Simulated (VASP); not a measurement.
# From VASP inputs to Ansatz: PbS (strained rocksalt)

INCAR

```
SIGMA = 0.01
LWAVE = .FALSE.
EDIFF = 1E-7
ALGO = Normal
NELM = 120
PREC = Accurate
ENCUT = 520
NBANDS = 17
METAGGA = R2SCAN
NSW = 0
LASPH = .TRUE.
ISMEAR = 0
LREAL = .FALSE.
LCHARG = .FALSE.
ISIF = 2
IBRION = -1
```

KPOINTS

```
KPOINTS created by Atomic Simulation Environment
0
Gamma
8 8 8
0 0 0
```

KPOINTS_OPT

```
special points
7
Reciprocal
0.0000000000 0.0000000000 0.0000000000 1
0.5000000000 0.0000000000 0.5000000000 1
0.6250000000 0.2500000000 0.6250000000 1
0.3750000000 0.3750000000 0.7500000000 1
0.5000000000 0.5000000000 0.5000000000 1
0.5000000000 0.2500000000 0.7500000000 1
0.0000000000 0.0000000000 0.5000000000 1
```

POSCAR

```
Pb S
 1.0000000000000000
     0.0000000000000000    3.0768496564999999    2.9648249019000001
     3.0768496564999999    0.0000000000000000    2.9648249019000001
     3.0768496564999999    3.0768496564999999    0.0000000000000000
 Pb  S
   1   1
Cartesian
  0.0000000000000000  0.0000000000000000  0.0000000000000000
  3.0768496564999999  3.0768496564999999  2.9648249019000001
```

VASP ran with the recommended PBE PAW datasets (20 valence electrons in the cell).

**Question.** Translate these files to an Ansatz input.

**Answer.** 

```yaml
crystal:
  lattice:
    - [0.0, 3.0768496565, 2.9648249019]
    - [3.0768496565, 0.0, 2.9648249019]
    - [3.0768496565, 3.0768496565, 0.0]
  atoms:
    - { symbol: Pb, position: [0.0, 0.0, 0.0] }
    - { symbol: S, position: [0.5, 0.5, 0.5] }
kpoints:
  mp_grid: { grid: [8, 8, 8] }
  band_path:
    path:
      - [0.0, 0.0, 0.0]
      - [0.5, 0.0, 0.5]
      - [0.625, 0.25, 0.625]
      - [0.375, 0.375, 0.75]
      - [0.5, 0.5, 0.5]
      - [0.5, 0.25, 0.75]
      - [0.0, 0.0, 0.5]
    npoints: 1
hamiltonian:
  xc: r2scan
scf:
  occupations: { method: fixed }
  n_extra_bands: 4
output:
  forces: true
  stress: true
  eigenvalues: true
```

Other inputs would serve too.

```csv
,VASP,Ansatz
gap between bands v and c,0.84 eV,0.83 eV
least direct gap,0.84 eV,0.83 eV
pressure,-2.5 GPa,-2.5 GPa
```

Each program uses its own PAW datasets. VASP's cell holds 20 valence electrons and Ansatz's 20. Ansatz's stress includes a Pulay correction; VASP's doesn't.
